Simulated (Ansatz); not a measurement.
## Cu: checking dH/dP = V

Theory: DFT PBE, scalar-relativistic, plane waves, PAW (Ansatz). Settings: 420 eV cutoff, 20×20×20 k-mesh, Gaussian smearing of 0.10 eV, no spin polarisation.

Starting point, cell and atoms relaxed:

```
CELL_PARAMETERS angstrom
0.00000 1.81490 1.81490
1.81490 0.00000 1.81490
1.81490 1.81490 0.00000
ATOMIC_POSITIONS crystal
Cu 0.00000 0.00000 0.00000
```

Cell and atoms were relaxed at each target pressure within the start's symmetry (Fm-3m), at zero temperature; other phases can be more stable under pressure. H = E + PV with P the target; E is the free energy at the smearing used, whose derivative the pressure is, per atom and counted from zero pressure.

```tsv
P (GPa)	V (Å³/atom)	E − E0 (meV)	H − H0 (meV)
0	11.956	0.0	0.0
2	11.793	1.0	148.2
5	11.567	6.0	366.9
10	11.250	20.7	722.9
20	10.730	68.7	1408.1
40	9.980	206.1	2697.7
```

Task: Thermodynamics gives dH/dP = V along a relaxed path. Integrate V over P by the trapezoid rule and compare with the computed enthalpies.

Result: With 1 eV/Å³ = 160.22 GPa, each step adds the mean volume times ΔP / 160.22:
| P (GPa) | ∫V dP (meV) | H − H0 (meV) | difference (meV) |
| --- | --- | --- | --- |
| 2 | 148.2 | 148.2 | 0.0 |
| 5 | 366.9 | 366.9 | 0.0 |
| 10 | 723.0 | 722.9 | 0.1 |
| 20 | 1408.9 | 1408.1 | 0.8 |
| 40 | 2701.5 | 2697.7 | 3.8 |

V(P) curves upward, so the trapezoid rule runs high; integrating a smooth curve through the same points (P as a polynomial of degree 4 in ln V) puts that excess at about 4.0 meV at 40 GPa, against the 3.8 meV found.

Task: At 40 GPa, how much of the enthalpy change is stored energy and how much is the PV term?

Result: E rises by 206 meV/atom and PV is 40 × 9.980 / 160.22 = 2492 meV/atom, so PV makes 92 % of ΔH. So between rival structures at high pressure a small difference in volume can outweigh the difference in energy: 1 % of this volume is worth 24.9 meV/atom at this pressure.

Task: What bulk modulus do the lowest pressures give?

Result: From the pressures that the runs reached, -1.99 GPa (12.133 Å³) and 2.00 GPa (11.793 Å³), B = −ΔP/Δln V = 3.99 / 0.0284 = 140 GPa, a mean over that range.